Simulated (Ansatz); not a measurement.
**C: stress in a strained cell**

C is deformed so: zz strain of +2 %. What stress and forces result, by LAPW, PAW and all-electron datasets made for the crystal?

Computed with Ansatz 0.2.0 (DFT PBE, scalar-relativistic, unless a step's input says otherwise).

**1. Starting point**

Symmetry: Fmmm, No. 69, orthorhombic system. Conventional cell: a = 2.456 Å, b = 4.254 Å, c = 6.696 Å, α = 90.00°, β = 90.00°, γ = 90.00°. C (site symmetry m2m) is surrounded by 3 C at 1.42 Å.

As a file:

```
CELL_PARAMETERS angstrom
0.00000 2.12700 3.34800
1.22800 0.00000 3.34800
1.22800 2.12700 0.00000
ATOMIC_POSITIONS crystal
C 0.16667 0.83333 0.16667
C 0.83333 0.16667 0.83333
```

Atoms are numbered in the order of the input: C1, C2.

**2. The deformed structure**

Space group Fmmm before, Fmmm after.

**3. LAPW, all electrons**

File input.yaml:

```yaml
crystal:
  lattice:
    - [0.0, 2.127, 3.41496]
    - [1.228, 0.0, 3.41496]
    - [1.228, 2.127, 0.0]
  atoms:
    - { symbol: C, position: [0.16667, 0.83333, 0.16667] }
    - { symbol: C, position: [0.83333, 0.16667, 0.83333] }
kpoints:
  mp_grid: { grid: [18, 18, 18] }
  band_path:
    path:
      - [0.0, 0.0, 0.0]
      - [0.5, 0.0, 0.5]
      - [1.0, 0.5, 0.5]
      - [0.5, 0.5, 0.0]
      - [0.0, 0.0, 0.0]
      - [0.0, 0.3656570802, 0.3656570802]
      - [1.0, 0.6343429198, 0.6343429198]
      - [1.0, 0.5, 0.5]
      - [0.5, 0.0, 0.5]
    npoints: 5
scf:
  occupations: { method: fermi_dirac, width: 0.05 }
hamiltonian:
  xc: pbe
  pseudopotentials: { kind: all_electron, lapw: { basis_error: 0.00025 } }
output:
  forces: true
  stress: true
  eigenvalues: true
```

Command:

```
> ansatz run input.yaml --threads 1 --pin off --max-ram 3072MiB --backend cpu --events-out ev --progress --plain --runs-dir out
```

**4. Frozen-core PAW**

File input.yaml:

```yaml
crystal:
  lattice:
    - [0.0, 2.127, 3.41496]
    - [1.228, 0.0, 3.41496]
    - [1.228, 2.127, 0.0]
  atoms:
    - { symbol: C, position: [0.16667, 0.83333, 0.16667] }
    - { symbol: C, position: [0.83333, 0.16667, 0.83333] }
kpoints:
  mp_grid: { grid: [18, 18, 18] }
scf:
  occupations: { method: fermi_dirac, width: 0.05 }
hamiltonian:
  xc: pbe
  pseudopotentials: { kind: paw }
output:
  forces: true
  stress: true
  eigenvalues: true
  efg: { contact_densities: true }
```

**5. Datasets made for this crystal**

input.yaml, as its differences from that of step 4:

```diff
@@ -14,3 +14,3 @@
   xc: pbe
-  pseudopotentials: { kind: paw }
+  pseudopotentials: { kind: all_electron, datasets: crystal }
 output:
```

(Steps that only read results are left out.)

Before running it: what results should come out? Wanted: pressure; largest shear or deviatoric stress.

As calculated:

```
                                 quantity                                           value
                                 pressure  LAPW 4.24, PAW 4.31, crystal datasets 4.24 GPa
largest shear or deviatoric stress (LAPW)                                        1.12 GPa
```

The largest part of the stress beyond the pressure is 1.12 GPa in size, in the zz component; the atoms are carried along and not relaxed. No run of the undeformed cell stands beside it, so the pressure holds what the given cell had before the change. PAW: stress within 0.11 GPa of LAPW. Crystal datasets: stress within 0.01 GPa of LAPW.
